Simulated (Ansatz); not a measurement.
# How BN (Qingsongite) absorbs and reflects light

What colour and refractive index does BN (Qingsongite) have at this level of theory?

Program: Ansatz 0.2.0. Level of theory: DFT, PBE, plane-wave PAW, default files, scalar-relativistic, independent-particle optical response without local fields. Results are calculated unless marked as measured.

## 1. The structure

The structure is cubic, space group F-43m (No. 216). The conventional cell has a = 3.615 Å, b = 3.615 Å, c = 3.615 Å, α = 90.00°, β = 90.00°, γ = 90.00°. Nearest to N lie 4 B at 1.57 Å. B has 4 N at 1.57 Å nearest. Farther neighbours and most contacts between anions are not listed.

## 2. Ground state and bands

First the ground state: is it a metal or has it a gap?

This step: DFT, PBE, plane-wave PAW, default files, scalar-relativistic, ground state (Ansatz 0.2.0).

File input.yaml:

```yaml
crystal:
  lattice:
    - [0.0, 1.8075, 1.8075]
    - [1.8075, 0.0, 1.8075]
    - [1.8075, 1.8075, 0.0]
  atoms:
    - { symbol: "N", position: [0.75, 0.75, 0.75] }
    - { symbol: B, position: [0.0, 0.0, 0.0] }
kpoints:
  mp_grid: { grid: [11, 11, 11] }
  band_path:
    path:
      - [[0.0, 0.0, 0.0], [0.5, 0.0, 0.5], [0.5, 0.25, 0.75], [0.375, 0.375, 0.75], [0.0, 0.0, 0.0], [0.5, 0.5, 0.5], [0.625, 0.25, 0.625], [0.5, 0.25, 0.75], [0.5, 0.5, 0.5], [0.375, 0.375, 0.75]]
      - [[0.625, 0.25, 0.625], [0.5, 0.0, 0.5]]
    npoints: 5
scf:
  occupations: { method: fermi_dirac, width: 0.05 }
  n_extra_bands: 6
hamiltonian:
  xc: pbe
  pseudopotentials: { kind: paw }
output:
  forces: true
  stress: true
  populations: true
  write_bands: true
```

On the command line:

```
> ansatz run input.yaml --threads 4 --pin off --max-ram 8192MiB --backend cpu --events-out ev --progress --plain --runs-dir out
```

Numbers of over 12 decimals in the logs are rounded to 6 here.

Output:

```text
scf.n_extra_bands = 6 over 4 filled bands (N_el = 8.0): the run solves 10 bands
Engine: ansatz 0.2.0, x86_64-unknown-linux-gnu
Pseudopotentials: kind: paw
Pseudopotential: N, paw, valence charge 5, recommended cutoff 420 eV (normal), N.paw.azcp
Pseudopotential: B, paw, valence charge 3, recommended cutoff 420 eV (normal), B.paw.azcp
Functional definition: PBE
  parameter kappa = 0.804
  parameter beta = 0.066725
  exchange = pbe_x(kappa = kappa, mu = beta*pi^2/3)
  correlation = pbe_c(beta = beta)
Crystal: 2 atoms, lattice volume = 11.810 Å³
Basis set: ecut = 420 eV, 259 PW (Γ), exchange–correlation on 36×36×36 points (8 copies of the dense FFT grid, shifted against one another)
Bands: 10, of which v1, the nominal top of the filled ones, is band 4 counted from 1 (3 counted from 0)
Symmetry: 24 space group operations
Space group: F-43m (ITA 216), of the structure as read, at distance tolerance 2.3e-5 Å
k-points: 56 of 1331 (time reversal used)
Non-local potential: N, projectors of the file, l = 0: 2, l = 1: 2, l = 2: 1
Non-local potential: B, projectors of the file, l = 0: 2, l = 1: 2, l = 2: 1
PAW form: soft (Blöchl's): semilocal exchange-correlation on the pseudo side does not see the compensation charge
PAW one-centre angular grid: N, 110 points (default); XC on 64 Gauss nodes
PAW one-centre angular grid: B, 110 points (default); XC on 64 Gauss nodes
Initial density: superposition of atomic densities (neutral atoms: chi_scale 0, normalization atom), corrected by the library's trained network
Initial wavefunctions: pseudopotential atomic-orbital guess
Functional: x = pbe(κ = 0.804, μ = 0.219515), c = pbe(β = 0.066725)
SCF iter   1: F=—  HF=-542.274743 eV  |F-HF|=—  |Δ(HF+E_count)|=         —  Δρ=1.55e-3  dr2=1.42e-4  ethr=1.77e-3  ⟨swp⟩=4.4  Hψ=3183  notcnv=0  defer=11
preconditioner: auto → none  [insulator: Δε(μ)=4.578 eV  Ē_g=23.574 eV  σ=0.050 eV  W_gap=1.00  n_scr=0 (ndim 8)  ℏωp=30.6 eV  f_vac=0.000  D(μ)=0.00/eV (n_scr^D=0)  ε∞_Penn≈2.7]
SCF iter   2: F=—  HF=-542.274853 eV  |F-HF|=—  |Δ(HF+E_count)|=   1.09e-4  Δρ=8.21e-4  dr2=2.23e-5  ethr=1.77e-6  ⟨swp⟩=2.1  Hψ=1231  notcnv=0  defer=35
SCF iter   3: F=—  HF=-542.274900 eV  |F-HF|=—  |Δ(HF+E_count)|=   4.75e-5  Δρ=3.57e-4  dr2=5.45e-6  ethr=2.79e-7  ⟨swp⟩=2.0  Hψ=675  notcnv=0  defer=35
iter 4 did not close the SCF: its close was put off for the readings that it lacked (scf_convergence_deferred on its scf_iter line)
SCF iter   4: F=-542.274914 eV  HF=-542.274914 eV  |F-HF|=1.69e-8  |Δ(HF+E_count)|=   1.41e-5  Δρ=2.38e-5  dr2=1.99e-8  ethr=6.82e-8  ⟨swp⟩=2.3  Hψ=683  notcnv=0  defer=35
iter 5 did not close the SCF: its close was put off for the readings that it lacked (scf_convergence_deferred on its scf_iter line)
SCF iter   5: F=-542.274914 eV  HF=-542.274914 eV  |F-HF|=4.85e-9  |Δ(HF+E_count)|=   1.74e-8  Δρ=9.08e-6  dr2=2.47e-9  ethr=2.48e-10  ⟨swp⟩=1.7  Hψ=539  notcnv=0  defer=35
SCF iter   6: F=-542.274914 eV  HF=-542.274914 eV  |F-HF|=7.96e-12  |Δ(HF+E_count)|=   5.43e-9  Δρ=8.61e-7  dr2=2.98e-11  ethr=3.09e-11  ⟨swp⟩=4.8  Hψ=2281  notcnv=0
SCF 1 converged in 6 iterations: F = -542.274914 eV  dr2 = 2.98e-11
  greatest PAW one-centre occupation: 0.787 electrons in one spin orbital (limit 2), on the N atom at site 0 (counted from 0), in its partial waves of l = 0
NSCF: frozen V_eff on 52 k-points
SCF converged after 6 iterations
Free energy (F): -542.274914 eV
Harris-Foulkes:  -542.274914 eV  (|F-HF|=7.96e-12)
Internal energy: -542.274914 eV  (E = F + TS)
E sigma→0 (E₀):  -542.274914 eV
Fermi energy:    13.452978 eV
--- Per-component energies (eV) ---
  E_band       = 26.442958
  E_kinetic    = 185.618469
  E_local      = -175.300732  (includes V_loc(G=0)·N_el)
  E_nonlocal   = 56.583203
  E_hartree    = 49.108443
  E_xc         = -93.447722
  E_vxc        = -116.231851  (∫ρ·V_xc dr)
  E_paw        = -206.452029  (= ΣΔE_a)
  E_vpaw       = -22.443113  (= ΣTr[D̂ρ^β])
  E_aug_tail   = 0.000103  (compensation charges beyond the density's cutoff)
  E_ewald      = -358.384650
  E_smearing   = -0.000000  (= −TS)
  E_closure    = 0.000000  (closes the sum)
  Σ components = -542.274914   (vs F -542.274914, Δ=0.00e0)
--- Forces (eV/Å), atoms counted from 1 ---
  atom   1  N      0.00000000     0.00000000     0.00000000
  atom   2  B     -0.00000000     0.00000000     0.00000000
  max |Σ_I F_I| component: 6.94e-16 eV/Å
--- Stress (GPa, compression-positive) ---
        3.028443       0.000000      -0.000000
        0.000000       3.028443       0.000000
       -0.000000       0.000000       3.028443
  P = ⅓ Tr σ = 3.0284 GPa (30.284 kbar)
--- Band table (eV; the first three rows and the last of 56) ---
  k-point 0: bands = ["-9.0521", "11.1795", "11.1795", "11.1795", "20.0104", "20.0104", "20.0104", "21.5014", "35.8698", "38.9268"]
  k-point 1: bands = ["-8.8509", "10.1119", "10.9675", "10.9675", "20.2434", "20.3323", "20.3323", "22.1711", "35.6346", "36.5338"]
  k-point 2: bands = ["-8.2566", "7.7317", "10.4679", "10.4679", "20.5785", "21.0441", "21.0441", "23.6643", "35.0024", "35.0024"]
  k-point 55: bands = ["-3.2403", "3.4188", "3.8752", "5.4531", "20.4733", "24.2635", "25.6571", "26.5756", "30.1904", "36.7997"]
--- Löwdin populations: 2 sites ---
  site symbol       q [e]
     0      N      5.2814
     1      B      2.6903
  spilling = 0.003537 (of n_electrons = 8.000000)
```

Elapsed: 3.8 s, on 4 threads of Intel Xeon at 2.50GHz (Skylake/Cascade Lake), shared host; peak memory 0.29 GiB; 3.1 s of CPU time.

This step gave:

- free energy: -542.2749 eV
- Fermi energy: 13.45 eV
- gap by band count: 4.575 eV
- electrons: 8
- symmetry operations: 24
- pressure: 3.028 GPa
- gap on the k-mesh: 4.575 eV
- volume: 11.81 Å³
- gap on the path: 4.472 eV
- least direct gap on the path: 8.831 eV

There is a gap, 4.47 eV on the path, so no carriers' term is needed. The cell is left with a pressure of 3.0 GPa, as it stands unrelaxed at this level.

The electronic bands at the labelled points (eV, zero at the Fermi level; v1 is the highest filled band, c1 the lowest empty one):

```
          point      v3     v2     v1    c1     c2     c3     c4
              Γ   -2.27  -2.27  -2.27  6.56   6.56   6.56   8.05
0.60 of the way   -7.50  -5.93  -5.93  3.88   8.52  12.46  12.46
              X  -11.19  -7.18  -7.18  2.20   6.97  15.64  15.64
0.60 of the way  -10.60  -8.28  -8.27  4.99   9.28  13.28  14.81
              W   -9.86  -9.24  -8.78  7.33  11.02  12.24  12.38
0.60 of the way  -10.29  -9.79  -7.04  5.51  10.74  12.62  14.36
              K  -10.40  -9.93  -6.35  4.65  10.61  13.55  14.39
0.40 of the way   -9.20  -7.22  -3.95  7.94   9.27   9.87  11.82
              Γ   -2.27  -2.27  -2.27  6.56   6.56   6.56   8.05
0.40 of the way   -6.26  -3.10  -3.10  7.19   7.74   7.74  10.52
              L  -12.96  -4.21  -4.21  7.86   8.45   8.45  12.98
0.40 of the way  -12.48  -5.95  -4.85  7.09   9.66   9.84  13.34
              U  -10.40  -9.93  -6.35  4.65  10.61  13.55  14.39
0.40 of the way  -10.29  -9.79  -7.04  5.51  10.74  12.62  14.36
              W   -9.86  -9.24  -8.78  7.33  11.02  12.24  12.38
0.60 of the way  -12.32  -6.29  -5.20  7.51   8.62  11.06  13.41
              L  -12.96  -4.21  -4.21  7.86   8.45   8.45  12.98
0.40 of the way  -12.48  -5.95  -4.85  7.09   9.66   9.84  13.34
              K  -10.40  -9.93  -6.35  4.65  10.61  13.55  14.39
      jump to U  -10.40  -9.93  -6.35  4.65  10.61  13.55  14.39
0.40 of the way  -10.88  -8.60  -6.87  3.46   8.34  14.80  15.12
              X  -11.19  -7.18  -7.18  2.20   6.97  15.64  15.64
```

The electronic bands as a text plot (rows in eV, shown from -10.3 to 8.0 only):

```
    7.7 |+++   ++           +++++++  +++++++      +  ++ ++     +
    6.9 |+       ++   +         ++++++      +    + ++     +     +
    6.1 | ++         + +  ++                 +             +
    5.4 |   +                                 + +           +
    4.6 |           +   ++                     +             +
    3.8 |    ++    +                                          +
    3.1 |                                                      +
    2.3 |      ++++                                             +
    1.6 |
    0.8 |
    0.0 |
   -0.7 |
   -1.5 |
   -2.3 |*                      *****
   -3.0 | **                  ***    *
   -3.8 |                   **  *  ** ***
   -4.5 |   *                            ****          ****
   -5.3 |   *             **  **             *       **    *
   -6.1 |    **          *           *      * **    ***   * **
   -6.8 |      ***      *     **                *             ***
   -7.6 |    **   **   *    **               *     **      *   **
   -8.4 |           ***                          *
   -9.1 |            **   ****        **      *  ***        * *
   -9.9 |      **    *****                     ****          *
         Γ       X    W  K        Γ      L     U  W     L   K|U X
```

## 3. Spectrum

With the density converged, the vertical transitions are summed over the zone.

This step: DFT, PBE, plane-wave PAW, default files, scalar-relativistic, independent-particle optical response without local fields (Ansatz 0.2.0).

input.yaml, the sections that differ from step 2:

```yaml
kpoints:
  mp_grid: { grid: [11, 11, 11] }
scf:
  occupations: { method: fixed }
output:
  optics:
    e_range: [0, 14]
    de: 0.05
    sigma: 0.1
    nscf_kmesh: { grid: [12, 12, 12] }
    bands: { spectra_wanted_up_to: 14 }
# crystal, hamiltonian: as in step 2
```

Output:

```text
[...]
Crystal: 2 atoms, lattice volume = 11.810 Å³
Basis set: ecut = 420 eV, 259 PW (Γ)
Bands: 8, of which v1, the nominal top of the filled ones, is band 4 counted from 1 (3 counted from 0)
Symmetry: 24 space group operations
[...]
k-points: 56 of 1331 (time reversal used)
[...]
SCF iter   1: F=—  HF=-542.274718 eV  |F-HF|=—  |Δ(HF+E_count)|=         —  Δρ=1.55e-3  dr2=1.42e-4  ethr=1.77e-3  ⟨swp⟩=3.8  Hψ=2553  notcnv=0  defer=89
[...]
SCF iter   7: F=-542.274911 eV  HF=-542.274911 eV  |F-HF|=4.55e-13  |Δ(HF+E_count)|=  9.09e-13  Δρ=2.17e-7  dr2=1.98e-12  ethr=1.00e-12  ⟨swp⟩=2.9  Hψ=1493  notcnv=0
SCF 1 converged in 7 iterations: F = -542.274911 eV  dr2 = 1.98e-12
[...]
NSCF: frozen V_eff on 72 k-points
[...]
output.optics: what the bands over the 10 summed would add to eps1, eps2 and the energy-loss function is held between a lower and an upper bound (5 Lanczos steps). eps1, eps2 and their loss function (loss_summed_bands) are given on every row as the summed bands alone make them. Along an axis, on a row where the two bounds hold the loss function to about 1 % of the greater of itself and 0.5 % of |1/eps|, its cell (loss_completed) is given, with the completed eps1 and eps2 that it is formed of (a cell that is left empty reads nan in the table and null in the record). The two bounds hold it so along every axis on all 281 rows up to 14.000 eV. [rest of the remark cut]
SCF converged after 7 iterations
Free energy (F): -542.274911 eV
[...]
Internal energy: -542.274911 eV  (E = F + TS)
E sigma→0 (E₀):  -542.274911 eV
Fermi energy:    11.179540 eV
[...]
--- Band table (eV; the first three rows and the last of 56) ---
[...]
```

Run time: 10 s. Hardware: 4 threads; peak memory 0.46 GiB.

Read-outs, printed or worked out from the files:

```
electronic dielectric constant ε∞, mean over x, y and z (by symmetry where fewer were run) : 4.709
absorption onset, first axis (α over 10⁴ cm⁻¹, or the direct gap if that lies higher)      : 8.831 eV
main peak of Im epsilon, first axis                                                        : 12.01 eV
least direct gap on the mesh                                                               : 8.831 eV
bands summed                                                                               : 10
spectra valid up to                                                                        : 22.67 eV
program's estimate of the k-sum error in Im epsilon                                        : 0.12 %
electrons in the f-sum                                                                     : 5.952
```

Im ε, any direction against photon energy; read off at these points:

```
photon energy (eV)  Im ε, any direction
               8.5                    0
               9.0                 1.78
               9.5                 4.49
              10.0                 8.06
              10.5                 8.53
              11.0                 10.1
              11.5                 13.2
              12.0                 18.2
              12.5                 12.2
              13.0                 8.55
              13.5                 6.67
              14.0                 5.47
```

Re ε, any direction against photon energy:

```
photon energy (eV)  Re ε, any direction
               0.0                 4.71
               0.5                 4.71
               1.0                 4.73
               1.5                 4.76
               2.0                 4.81
               2.5                 4.86
               3.0                 4.94
               3.5                 5.03
               4.0                 5.14
               4.5                 5.28
               5.0                 5.44
               5.5                 5.65
               6.0                 5.90
               6.5                 6.21
               7.0                 6.61
               7.5                 7.15
               8.0                 7.92
               8.5                 9.20
               9.0                 11.5
               9.5                 13.0
              10.0                 10.5
              10.5                 9.67
              11.0                 9.42
              11.5                 8.46
              12.0                 3.05
              12.5                -3.95
              13.0                -3.66
              13.5                -2.91
              14.0                -1.79
```

(Continued in part 2 of 2.)

[Logs are printed without paths, hosts, clocks, repeated set-up lines and the standing remarks that a program may print on its own settings, such as how far it seeks lower states.]

[Hosts, paths, dates, database ids (printed as entryN), source tags and the programs' standing remarks are cut or masked in the printed files.]
